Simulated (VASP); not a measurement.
# Rh (Fm-3m) in VASP: single point with PBE0

Aim: the single point of Rh with PBE0.

Everything below comes from runs of VASP 6.6.1. Logs are shortened: lines on timing, memory, paths and dates and some standing lists are left out, and cuts for length are marked.

## Step 1: The crystal as given

It takes space group Fm-3m (No. 225, cubic). Conventional cell: a = 3.779 Å, b = 3.779 Å, c = 3.779 Å, α = 90.00°, β = 90.00°, γ = 90.00°. Rh (site symmetry m-3m) is surrounded by 12 Rh at 2.67 Å.

## Step 2: Single point, PBE0

File POSCAR:

```
Rh
1.0
    0.0000000000      1.8896100000      1.8896100000
    1.8896100000      0.0000000000      1.8896100000
    1.8896100000      1.8896100000      0.0000000000
Rh
1
Direct
    0.0000000000      0.0000000000      0.0000000000
```

File INCAR.step1:

```
ALGO = Normal
EDIFF = 1E-5
ENCUT = 520
GGA = PE
ISIF = 2
ISMEAR = 0
LASPH = True
LCHARG = False
LREAL = False
LWAVE = True
NELM = 80
PREC = Accurate
SIGMA = 0.1
```

File INCAR.step2:

```
AEXX = 0.25
ALGO = Normal
EDIFF = 1E-7
ENCUT = 520
GGA = PE
HFRCUT = -1
ISIF = 2
ISMEAR = 0
ISTART = 1
LASPH = True
LCHARG = False
LHFCALC = True
LREAL = False
LWAVE = False
NELM = 80
PREC = Accurate
PRECFOCK = Fast
SIGMA = 0.1
```

File KPOINTS:

```
k-points
0
Gamma
  8 8 8
```

Potentials or basis: VASP PAW PBE potentials, release 64 (Rh_pv).

Run with:

```bash
$ cat potpaw_PBE.64/Rh_pv/POTCAR > POTCAR
$ cp INCAR.step1 INCAR
$ mpirun -np 1 vasp_std > vasp.out
$ cp INCAR.step2 INCAR
$ mpirun -np 1 vasp_std > vasp.out
```

OUTCAR:

```text
AEXX = 0.25
   EDIFF = 1E-7
   ENCUT = 520
   GGA = PE
   ISIF = 2
   ISMEAR = 0
   ISTART = 1
   LASPH = True
   LHFCALC = True
   LREAL = False
   NELM = 80
   PREC = Accurate
   PRECFOCK = Fast

 ion  position               nearest neighbor table
   1  0.000  0.000  0.000-

  LATTYP: Found a face centered cubic cell.
 ALAT       =     3.7792200000

  Lattice vectors:

 A1 = (   0.0000000000,   1.8896100000,   1.8896100000)
 A2 = (   1.8896100000,   0.0000000000,   1.8896100000)
 A3 = (   1.8896100000,   1.8896100000,   0.0000000000)

Analysis of symmetry for initial positions (statically):
=====================================================================
 Subroutine PRICEL returns:
 Original cell was already a primitive cell.

 Routine SETGRP: Setting up the symmetry group for a
 face centered cubic supercell.

 Subroutine GETGRP returns: Found 48 space group operations
 (whereof 48 operations were pure point group operations)
 out of a pool of 48 trial point group operations.

The static configuration has the point symmetry O_h .

Analysis of symmetry for dynamics (positions and initial velocities):
=====================================================================
 Subroutine PRICEL returns:
 Original cell was already a primitive cell.

 Routine SETGRP: Setting up the symmetry group for a
 face centered cubic supercell.

 Subroutine GETGRP returns: Found 48 space group operations
 (whereof 48 operations were pure point group operations)
 out of a pool of 48 trial point group operations.

The dynamic configuration has the point symmetry O_h .

 Subroutine INISYM returns: Found 48 space group operations
 (whereof 48 operations are pure point group operations),
 and found     1 'primitive' translations

----------------------------------------------------------------------------------------

                                     Primitive cell

  volume of cell :      13.4942

  direct lattice vectors                    reciprocal lattice vectors
     0.000000000  1.889610000  1.889610000    -0.264604866  0.264604866  0.264604866
     1.889610000  0.000000000  1.889610000     0.264604866 -0.264604866  0.264604866
     1.889610000  1.889610000  0.000000000     0.264604866  0.264604866 -0.264604866

  length of vectors
     2.672312090  2.672312090  2.672312090     0.458309071  0.458309071  0.458309071

  position of ions in fractional coordinates (direct lattice)
     0.000000000  0.000000000  0.000000000

  ion indices of the primitive-cell ions
   primitive index   ion index
                 1           1

----------------------------------------------------------------------------------------

 KPOINTS: k-points

Automatic generation of k-mesh.
 Grid dimensions read from file:
 generate k-points for:    8    8    8

 Generating k-lattice:

  Cartesian coordinates                     Fractional coordinates (reciprocal lattice)
    -0.033075608  0.033075608  0.033075608     0.125000000  0.000000000  0.000000000
     0.033075608 -0.033075608  0.033075608     0.000000000  0.125000000  0.000000000
     0.033075608  0.033075608 -0.033075608     0.000000000  0.000000000  0.125000000

  Length of vectors
     0.057288634  0.057288634  0.057288634

  Shift w.r.t. Gamma in fractional coordinates (k-lattice)
     0.000000000  0.000000000  0.000000000

 Subroutine IBZKPT returns following result:
 ===========================================

 Found     29 irreducible k-points:

 Following reciprocal coordinates:
            Coordinates               Weight
  0.000000  0.000000  0.000000      1.000000
  0.125000  0.000000  0.000000      8.000000
  0.250000  0.000000  0.000000      8.000000
  0.375000  0.000000  0.000000      8.000000
  0.500000  0.000000  0.000000      4.000000
  0.125000  0.125000  0.000000      6.000000
[... 16 lines left out ...]
  0.500000  0.250000  0.125000     48.000000
 -0.375000  0.250000  0.125000     24.000000
 [... further k-points ...]
   k-points           NKPTS =     29   k-points in BZ     NKDIM =    512   number of bands    NBANDS=     11
   number of dos      NEDOS =    301   number of ions     NIONS =      1
   total plane-waves  NPLWV =   8000
   dimension x,y,z NGX =    20 NGY =   20 NGZ =   20
   dimension x,y,z NGXF=    40 NGYF=   40 NGZF=   40
   ions per type =               1
   NGX,Y,Z   is equivalent  to a cutoff of  12.44, 12.44, 12.44 a.u.
   NGXF,Y,Z  is equivalent  to a cutoff of  24.88, 24.88, 24.88 a.u.
 SYSTEM =  unknown system
   PREC   = accura    normal or accurate (medium, high low for compatibility)
   ISTART =      1    job   : 0-new  1-cont  2-samecut
   ICHARG =      0    charge: 1-file 2-atom 10-const
   ISPIN  =      1    spin polarized calculation?
   LNONCOLLINEAR =      F non collinear calculations
   LSORBIT =      F    spin-orbit coupling
   LASPH  =      T    aspherical Exc in radial PAW
   ENCUT  =  520.0 eV  38.22 Ry    6.18 a.u.   4.97  4.97  4.97*2*pi/ulx,y,z
   NELM   =     80;   NELMIN=  2; NELMDL=  0     # of ELM steps
   EDIFF  = 0.1E-06   stopping-criterion for ELM
   LREAL  =      F    real-space projection
   EDIFFG = 0.1E-05   stopping-criterion for IOM
   NSW    =      0    number of steps for IOM
   IBRION =     -1    ionic relax: 0-MD 1-quasi-New 2-CG
   NFREE  =      0    steps in history (QN), initial steepest desc. (CG)
   ISIF   =      2    stress and relaxation
   ISYM   =      3    0-nonsym 1-usesym 2-fastsym
   POTIM  = 0.5000    time-step for ionic-motion
   TEBEG  =    0.0;   TEEND  =   0.0 temperature during run
   PSTRESS=    0.0 pullay stress
   NELECT =      15.0000    total number of electrons
   NUPDOWN=      -1.0000    fix difference up-down
   EMIN   =  10.00;   EMAX   =-10.00  energy-range for DOS
   EFERMI =   0.00;   METHOD = LEGACY
   ISMEAR =     0;   SIGMA  =   0.10  broadening in eV -4-tet -1-fermi 0-gaus
   EFERMI_NEDOS =   21; number of points for ismear=-14 and -15
   IALGO  =     38    algorithm
   IMIX   =      1    mixing-type and parameters
     AMIX     =   0.40;   BMIX     =  1.00
     AMIX_MAG =   1.60;   BMIX_MAG =  1.00
  volume/ion in A,a.u.               =      13.49        91.06
  Fermi-wavevector in a.u.,A,eV,Ry     =   1.695859  3.204709 39.129509  2.875938
  Thomas-Fermi vector in A             =   2.776827
   LORBIT       =      0    0 simple, 1 ext, 2 COOP (PROOUT), +10 PAW based schemes
   GGA     = PE    functional components
   LHFCALC =     T    Hartree Fock is set to
   PRECFOCK=fast      Normal, Fast or Accurate (Low or Medium for compatibility)
   ENCUT4O =  -1.0   cutoff for four orbital integrals eV
   NKREDX  =     1    reduce k-point grid by
   NKREDY  =     1    reduce k-point grid by
   NKREDZ  =     1    reduce k-point grid by
   AEXX    =    0.2500 exact exchange contribution
   HFSCREEN=    0.0000 screening length (either q_TF or 0.3 A-1)
   HFSCREENC=   0.0000 screening length for correlation (either q_TF or 0.3 A-1)
   ENCUTFOCK=  -1.0 apply spherical cutoff to Coloumb kernel
   IVDW    =     0    specifies the selected vdW correction
   LEPSILON=     F    determine dielectric tensor
   LRPA    =     F    only Hartree local field effects (RPA)
 non-spin polarized calculation
 Gauss-broadening in eV      SIGMA  =   0.10
  energy-cutoff  :      520.00
  volume of cell :       13.49
 maximum number of plane-waves:       380
  NGX = 12; NGY = 12; NGZ = 12

 number of electron      15.0000006 magnetization

 Free energy of the ion-electron system (eV)
  ---------------------------------------------------
  ext. energy  EPLUGINS =         0.00000000
  ---------------------------------------------------
  free energy    TOTEN  =        -9.23433680 eV

  energy without entropy =       -9.23386877  energy(sigma->0) =       -9.23410278

 E-fermi :  11.8015     XC(G=0): -11.0644

 val. band max:       11.7192445980   @ k =   0.3750   0.0000   0.0000
 cond. band min:      12.1262962947   @ k =   0.3750   0.0000   0.0000
 fundamental gap:      0.4070516967
 Fermi energy:        11.8014809462

 k-point     1 :       0.0000    0.0000    0.0000
  band No.  band energies     occupation
      1     -38.0383      2.00000
      2     -38.0309      2.00000
      3     -38.0249      2.00000
      4       2.5170      2.00000
      5       7.6317      2.00000
      6       7.6358      2.00000
      7       7.6380      2.00000
      8       9.6411      2.00000
      9       9.6415      2.00000
     10      29.3925      0.00000
     11      35.2512      0.00000

 k-point     2 :       0.1250    0.0000    0.0000
  band No.  band energies     occupation
      1     -38.1610      2.00000
      2     -38.0465      2.00000
      3     -38.0350      2.00000
      4       3.2156      2.00000
      5       7.4277      2.00000
      6       7.9482      2.00000
      7       7.9525      2.00000
      8       9.6320      2.00000
      9       9.6384      2.00000
     10      30.3051      0.00000
     11      32.5967      0.00000

 k-point     3 :       0.2500    0.0000    0.0000
  band No.  band energies     occupation
      1     -38.4922      2.00000
      2     -38.0939      2.00000
      3     -38.0824      2.00000
      4       4.4501      2.00000
      5       7.7897      2.00000
      6       7.9774      2.00000
      7       7.9819      2.00000
      8      10.2410      2.00000
      9      10.2944      2.00000
     10      28.8282      0.00000
     11      31.2123      0.00000

 k-point     4 :       0.3750    0.0000    0.0000
  band No.  band energies     occupation
      1     -38.8202      2.00000
      2     -38.1439      2.00000
      3     -38.1327      2.00000
      4       4.4574      2.00000
      5       7.5805      2.00000
      6       7.5892      2.00000
      7      10.4904      2.00000
      8      11.7192      1.75517
      9      12.1263      0.00000
     10      24.8336      0.00000
     11      29.6959      0.00000
[... 239 lines left out ...]
 k-point    22 :       0.3750    0.2500    0.1250
  band No.  band energies     occupation
      1     -38.5799      2.00000
      2     -38.2623      2.00000
      3     -38.1444      2.00000
      4       5.6294      2.00000
      5       6.2181      2.00000
      6       7.5911      2.00000
      7       9.6140      2.00000
      8       9.8120      2.00000
      9      13.0937      0.00000
     10      29.3146      0.00000
     11      30.9109      0.00000

 k-point    23 :       0.5000    0.2500    0.1250
  band No.  band energies     occupation
      1     -38.7520      2.00000
      2     -38.3661      2.00000
      3     -38.2010      2.00000
      4       5.6367      2.00000
      5       6.5757      2.00000
      6       7.4980      2.00000
      7       9.1399      2.00000
      8      11.5019      1.99998
      9      16.0371      0.00000
     10      25.3619      0.00000
     11      29.6993      0.00000

 k-point    24 :      -0.3750    0.2500    0.1250
  band No.  band energies     occupation
      1     -38.8189      2.00000
      2     -38.3966      2.00000
      3     -38.2321      2.00000
      4       5.5781      2.00000
      5       6.2521      2.00000
      6       8.3416      2.00000
      7       8.7351      2.00000
      8      12.6197      0.00000
      9      18.5097      0.00000
     10      22.0795      0.00000
     11      29.7606      0.00000

 [... further k-points ...]
[... 5 lines left out ...]
  --------------------------------------------------------------------------------------
  -------------------------------------------------------------------------------------
  Total        0.0872069      0.0872069      0.0872069      0.0000000     -0.0000000      0.0000000
  in kB       10.3541549     10.3541549     10.3541549      0.0000000     -0.0000000      0.0000000
  external PRESSURE =      10.3541549 kB  Pullay stress =       0.0000000 kB

 VOLUME and BASIS-vectors are now :
 -----------------------------------------------------------------------------
  energy-cutoff  :      520.00
  volume of cell :       13.49
      direct lattice vectors                 reciprocal lattice vectors
     0.000000000  1.889610000  1.889610000    -0.264604866  0.264604866  0.264604866
     1.889610000  0.000000000  1.889610000     0.264604866 -0.264604866  0.264604866
     1.889610000  1.889610000  0.000000000     0.264604866  0.264604866 -0.264604866

 POSITION                                       TOTAL-FORCE (eV/Angst)
 -----------------------------------------------------------------------------------
      0.00000      0.00000      0.00000         0.000000      0.000000      0.000000
 -----------------------------------------------------------------------------------
    total drift:                                0.000000      0.000000     -0.000000

  FREE ENERGIE OF THE ION-ELECTRON SYSTEM (eV)
  ---------------------------------------------------
  free  energy   TOTEN  =        -9.2343367970 eV

  energy  without entropy=       -9.2338687721  energy(sigma->0) =       -9.23410278
```

Run time: 34 min. Hardware: 1 thread of Intel Xeon Platinum 8559C (Emerald Rapids), shared host; peak memory 0.14 GiB.

Results:

- Free energy: -9.2343 eV
- Pressure: 1.0 GPa
- Band gap on the k mesh: none (metal or under the smearing width)

Caveat: the PAW data sets were made with another functional, which shifts forces and pressure a little.
